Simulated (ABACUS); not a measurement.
# AgCl (Chlorargyrite) (Fm-3m) in ABACUS: a series of runs

One crystal, AgCl (Chlorargyrite), is run at these levels: PBEsol; tasks: single point, relaxation of cell and atoms.

Program: ABACUS 3.10.1. These are calculated values, not measurements. Logs are shortened: lines on timing, memory, paths and dates and some standing lists are left out, and cuts for length are marked.

**What was measured.**

From a printed reference work, data compilation, for a bulk crystal of AgCl: band gap 3.249 eV (indirect).

The runs below are set against these values where they give the same quantity.

## 1. The crystal as given

Symmetry: Fm-3m, No. 225, cubic system. Conventional cell: a = 5.470 Å, b = 5.470 Å, c = 5.470 Å, α = 90.00°, β = 90.00°, γ = 90.00°. Ag (site symmetry m-3m) is surrounded by 6 Cl at 2.73 Å. Around Cl (site symmetry m-3m) lie 6 Ag at 2.73 Å.

## 2. Single point, PBEsol

Input file run_abacus.py:

```python
"""ABACUS run from a structure file: ASE reads it, the script writes STRU, KPT and INPUT."""
import re
import subprocess
from ase.io import read
from ase.units import Bohr

atoms = read("POSCAR")
atoms = atoms[(-atoms.numbers).argsort(kind="stable")]  # ABACUS lists atoms element by element
pseudo = {'Ag': 'Ag.upf', 'Cl': 'Cl.upf'}
orbital = {}
magmoms = None
kmesh = [6, 6, 6]
params = {
    'suffix': 'AgCl',
    'calculation': 'scf',
    'basis_type': 'pw',
    'pseudo_dir': './',
    'symmetry': 1,
    'dft_functional': 'pbesol',
    'ecutwfc': 82,
    'pseudo_rcut': 10,
    'nspin': 1,
    'nbands': 23,
    'ks_solver': 'dav',
    'smearing_method': 'fd',
    'smearing_sigma': 0.00367493,
    'scf_thr': 1e-08,
    'scf_nmax': 100,
    'mixing_type': 'broyden',
    'mixing_beta': 0.7,
    'cal_force': 1,
    'cal_stress': 1,
    'out_chg': 1,
    'kpar': 4,
}

symbols = atoms.get_chemical_symbols()
elements = list(dict.fromkeys(symbols))
lines = ["ATOMIC_SPECIES"] + [f"{e} {atoms.get_masses()[symbols.index(e)]:.4f} {pseudo[e]}" for e in elements]
if orbital:
    lines += ["", "NUMERICAL_ORBITAL"] + [orbital[e] for e in elements]
lines += ["", "LATTICE_CONSTANT", f"{1 / Bohr:.10f}", "", "LATTICE_VECTORS"]
lines += [" ".join(f"{x:.10f}" for x in v) for v in atoms.cell]
lines += ["", "ATOMIC_POSITIONS", "Direct"]
for e in elements:
    lines += ["", e, "0.0", str(symbols.count(e))]
    for i, p in enumerate(atoms.get_scaled_positions(wrap=False)):
        if symbols[i] == e:
            mag = "" if magmoms is None else " mag " + " ".join(str(x) for x in (magmoms[i] if isinstance(magmoms[i], list) else [magmoms[i]]))
            lines.append(" ".join(f"{x:.10f}" for x in p) + " 1 1 1" + mag)
open("STRU", "w").write("\n".join(lines) + "\n")
open("KPT", "w").write("K_POINTS\n0\nGamma\n%d %d %d 0 0 0\n" % tuple(kmesh))
open("INPUT", "w").write("INPUT_PARAMETERS\n" + "".join(f"{k:<20s}{v}\n" for k, v in params.items()))

done = subprocess.run(['mpirun', '-np', '4', 'abacus'])
if done.returncode:
    raise SystemExit(done.returncode)
log = open("OUT.AgCl/running_scf.log").read()
print("final energy (eV):", re.findall(r"FINAL_ETOT_IS (\S+)", log))
```

Input file POSCAR:

```
AgCl
1.0
    0.0000000000      2.7350000000      2.7350000000
    2.7350000000      0.0000000000      2.7350000000
    2.7350000000      2.7350000000      0.0000000000
Ag Cl
1 1
Direct
    0.0000000000      0.0000000000      0.0000000000
    0.5000000000      0.5000000000      0.5000000000
```

Potentials or basis: PseudoDojo NC SR 0.5 PBE stringent, plane waves.

Command:

```sh
$ OMP_NUM_THREADS=1 python run_abacus.py > log
```

running log:

```text
ABACUS v3.10.1

               Atomic-orbital Based Ab-initio Computation at UStc

 ------------------------------------------------------------------------------------

 READING GENERAL INFORMATION
                           global_out_dir = OUT.AgCl/
                           global_in_card = INPUT
                               pseudo_dir = ./
                              orbital_dir =
                                    DSIZE = 4
                                    GSIZE = 1

 READING UNITCELL INFORMATION
                                    ntype = 2
                  lattice constant (Bohr) = 1.88973
              lattice constant (Angstrom) = 1

 READING ATOM TYPE 1
                               atom label = Ag
                      L=0, number of zeta = 1
                      L=1, number of zeta = 1
                      L=2, number of zeta = 1
             number of atom for this type = 1

 READING ATOM TYPE 2
                               atom label = Cl
                      L=0, number of zeta = 1
                      L=1, number of zeta = 1
                      L=2, number of zeta = 1
             number of atom for this type = 1

                        TOTAL ATOM NUMBER = 2
DIRECT COORDINATES
    atom                   x                   y                   z     mag                  vx                  vy                  vz
taud_Ag1            0.0000000000        0.0000000000        0.0000000000  0.0000        0.0000000000        0.0000000000        0.0000000000
taud_Cl1            0.5000000000        0.5000000000        0.5000000000  0.0000        0.0000000000        0.0000000000        0.0000000000

                          Volume (Bohr^3) = 276.12
                             Volume (A^3) = 40.9168

 Lattice vectors: (Cartesian coordinate: in unit of a_0)
                   +0              +2.735              +2.735
               +2.735                  +0              +2.735
               +2.735              +2.735                  +0
 Reciprocal vectors: (Cartesian coordinate: in unit of 2 pi/a_0)
            -0.182815           +0.182815           +0.182815
            +0.182815           -0.182815           +0.182815
            +0.182815           +0.182815           -0.182815
 The esolver type has been set to : ksdft_pw

                PAO radial cut off (Bohr) = 10

 Read in pseudopotential file is Ag.upf
                     pseudopotential type = NC
          exchange-correlation functional = PBE
                 nonlocal core correction = 1
                        valence electrons = 19
                                     lmax = 2
                           number of zeta = 4
                     number of projectors = 6
                           L of projector = 0
                           L of projector = 0
                           L of projector = 1
                           L of projector = 1
                           L of projector = 2
                           L of projector = 2
 XC functional updated to : pbesol
          exchange-correlation functional = PBESOL
                PAO radial cut off (Bohr) = 10

 Read in pseudopotential file is Cl.upf
                     pseudopotential type = NC
          exchange-correlation functional = PBE
                 nonlocal core correction = 1
                        valence electrons = 7
                                     lmax = 2
                           number of zeta = 2
                     number of projectors = 6
                           L of projector = 0
                           L of projector = 0
                           L of projector = 1
                           L of projector = 1
                           L of projector = 2
                           L of projector = 2
 XC functional updated to : pbesol
          exchange-correlation functional = PBESOL
     initial pseudo atomic orbital number = 14

 SETUP THE ELECTRONS NUMBER
            electron number of element Ag = 19
      total electron number of element Ag = 19
            electron number of element Cl = 7
      total electron number of element Cl = 7
            AUTOSET number of electrons:  = 26
                           occupied bands = 13
                                   NBANDS = 23
                                   NLOCAL = 18

%%%%%%%%%%%%%%%%%%%%%%%%%%%%%%%%%%%%%%%%%%%%%%%%%%%%%%%%%%%%%%%%%%%%%%%%%%%%%%%%%%%%%%%%%%%%%%%%%%%%%%%%%%
 Warning: the number of valence electrons in pseudopotential > 11 for Ag: [Kr] 4d10 5s1
 Pseudopotentials with additional electrons can yield (more) accurate outcomes, but may be less efficient.
 If you're confident that your chosen pseudopotential is appropriate, you can safely ignore this warning.
%%%%%%%%%%%%%%%%%%%%%%%%%%%%%%%%%%%%%%%%%%%%%%%%%%%%%%%%%%%%%%%%%%%%%%%%%%%%%%%%%%%%%%%%%%%%%%%%%%%%%%%%%%

 SETUP THE PLANE WAVE BASIS
 energy cutoff for charge/potential (unit:Ry) = 328
            fft grid for charge/potential = [ 45, 45, 45 ]
                        fft grid division = [ 1, 1, 1 ]
        big fft grid for charge/potential = [ 45, 45, 45 ]
                                     nbxx = 91125
                                     nrxx = 91125

 SETUP PLANE WAVES FOR CHARGE/POTENTIAL
[... 47 lines left out ...]

 SETUP K-POINTS
                                    nspin = 1
                   Input type of k points = Monkhorst-Pack(Gamma)
                                   nkstot = 216
                       right hand lattice = 1
(for reciprocal lattice: )
                             BRAVAIS TYPE = 2
                     BRAVAIS LATTICE NAME = 02. Cubic I (body-centered)
                                    ibrav = 2
                       right hand lattice = 1
(for k-lattice: )
                             BRAVAIS TYPE = 2
                     BRAVAIS LATTICE NAME = 02. Cubic I (body-centered)
                                    ibrav = 2
                       right hand lattice = 1
                        ROTATION MATRICES = 48
                               nkstot_ibz = 16
K-POINTS REDUCTION ACCORDING TO SYMMETRY
     IBZ    DIRECT_X    DIRECT_Y    DIRECT_Z  WEIGHT  ibz2bz
       1  0.00000000  0.00000000  0.00000000  0.0046       0
       2  0.16666667  0.16666667  0.16666667  0.0370       1
       3  0.33333333  0.33333333  0.33333333  0.0370       2
       4  0.50000000  0.50000000  0.50000000  0.0185       3
       5  0.16666667  0.16666667  0.00000000  0.0278       7
       6  0.33333333  0.33333333  0.16666667  0.1111       8
[... 8 lines left out ...]
      15  0.50000000  0.33333333 -0.33333333  0.1111      52
      16  0.50000000  0.33333333 -0.16666667  0.0556      58

                               nkstot now = 16
[... K-POINTS DIRECT COORDINATES: 16 rows ...]

           k-point number in this process = 4
       minimum distributed K point number = 4
[... stars of the k points ...]

[... K-POINTS CARTESIAN COORDINATES: 4 rows ...]

[... K-POINTS DIRECT COORDINATES: 4 rows ...]

 SETUP PLANE WAVES FOR WAVE FUNCTIONS
     energy cutoff for wavefunc (unit:Ry) = 82
              fft grid for wave functions = [ 45, 45, 45 ]
                    number of plane waves = 4111
                         number of sticks = 349

 PARALLEL PW FOR WAVE FUNCTIONS
     PROC   COLUMNS(POT)             PW
        1            349           4111
 --------------- sum -------------------
        1            349           4111

 SETUP NONLOCAL PSEUDOPOTENTIALS IN PLANE WAVE BASIS
 Ag non-local projectors:
 projector 1 L=0
 projector 2 L=0
 projector 3 L=1
 projector 4 L=1
 projector 5 L=2
 projector 6 L=2
 Cl non-local projectors:
 projector 1 L=0
 projector 2 L=0
 projector 3 L=1
 projector 4 L=1
 projector 5 L=2
 projector 6 L=2
      TOTAL NUMBER OF NONLOCAL PROJECTORS = 36

 Init Non-Local PseudoPotential table :
 Init Non-Local-Pseudopotential done.

                                     npwx = 3482

 Make real space PAO into reciprocal space.
       max mesh points in Pseudopotential = 1001
     dq(describe PAO in reciprocal space) = 0.01
                                    max q = 1091

 number of pseudo atomic orbitals for Ag is 4
WARNING: norm of atomic wavefunction # 4 of atomic type Ag is 0.999773, renormalized

 number of pseudo atomic orbitals for Cl is 2

 -------------------------------------------
 SELF-CONSISTENT
 -------------------------------------------
                                 init_chg = atomic

 PW ALGORITHM --------------- ION=   1  ELEC=   1--------------------------------
 Notice: Threshold on eigenvalues was too large.
 hsover_error=0.26 > DRHO=0.0394694
 Origin diag ethr = 0.01
 New diag ethr = 0.000151806

 Density error is 0.0397360407787
                          Error Threshold = 0.000151805504364
----------------------------------------------------------
     Energy           Rydberg                 eV
----------------------------------------------------------
 E_KohnSham     -342.3913343858      -4658.4730934702
 E_Harris       -344.7465312196      -4690.5171903209
 E_Fermi        0.6830244587         9.2930245115
----------------------------------------------------------
[... 51 lines left out ...]
 Density error is 9.17796604051e-09
                          Error Threshold = 2.06502584471e-09
----------------------------------------------------------
     Energy           Rydberg                 eV
----------------------------------------------------------
 E_KohnSham     -342.4072070969      -4658.6890527835
 E_KS(sigma->0) -342.4072062405      -4658.6890411323
 E_Harris       -342.4069494029      -4658.6855466765
 E_band         -25.4698699618       -346.5353587992
 E_one_elec     -176.4795351908      -2401.1272589869
 E_Hartree      98.7852521394        1344.0423074623
 E_xc           -54.8160492921       -745.8106122213
 E_Ewald        -209.8968730406      -2855.7934657353
 E_entropy(-TS) -0.0000017127        -0.0000233023
 E_descf        0.0000000000         0.0000000000
 E_exx          0.0000000000         0.0000000000
 E_Fermi        0.6755568329         9.1914222508
----------------------------------------------------------

 charge density convergence is achieved
 final etot is -4658.6890528 eV
 EFERMI = 9.1914222508 eV

 STATE ENERGY(eV) AND OCCUPATIONS    NSPIN == 1
 1/4 kpoint (Cartesian) = 0.0000 0.0000 0.0000 (3479 pws)
       1       -81.1114     0.00925926
       2       -44.6435     0.00925926
       3       -44.6435     0.00925926
       4       -44.6435     0.00925926
       5       -6.68536     0.00925926
       6        6.10632     0.00925926
[... 90 lines left out ...]
      22        26.7355        0.00000
      23        26.7355        0.00000

------------------------------------------------------------------------------------------
 TOTAL-FORCE (eV/Angstrom)
------------------------------------------------------------------------------------------
                       Ag1         0.0000000000         0.0000000000         0.0000000000
                       Cl1         0.0000000000         0.0000000000         0.0000000000
------------------------------------------------------------------------------------------

----------------------------------------------------------------
 TOTAL-STRESS (KBAR)
----------------------------------------------------------------
        -7.2834871995        -0.0000000000         0.0000000000
        -0.0000000000        -7.2834871995         0.0000000000
        -0.0000000000         0.0000000000        -7.2834871995
----------------------------------------------------------------
 TOTAL-PRESSURE: -7.283487 KBAR

 --------------------------------------------
 !FINAL_ETOT_IS -4658.6890527835103057 eV
 --------------------------------------------
```

Run time: 6.2 s. Hardware: 4 MPI ranks of Intel Xeon Platinum 8488C (Sapphire Rapids), shared host; peak memory 0.36 GiB.

Results:

- Free energy: -4658.6891 eV
- Pressure: -0.7 GPa
- Band gap on the k mesh: 0.72 eV, indirect (least direct gap 3.22 eV)

Caveat: the potentials were made for another functional, which shifts forces and pressure.

[end of part 1 of 2]
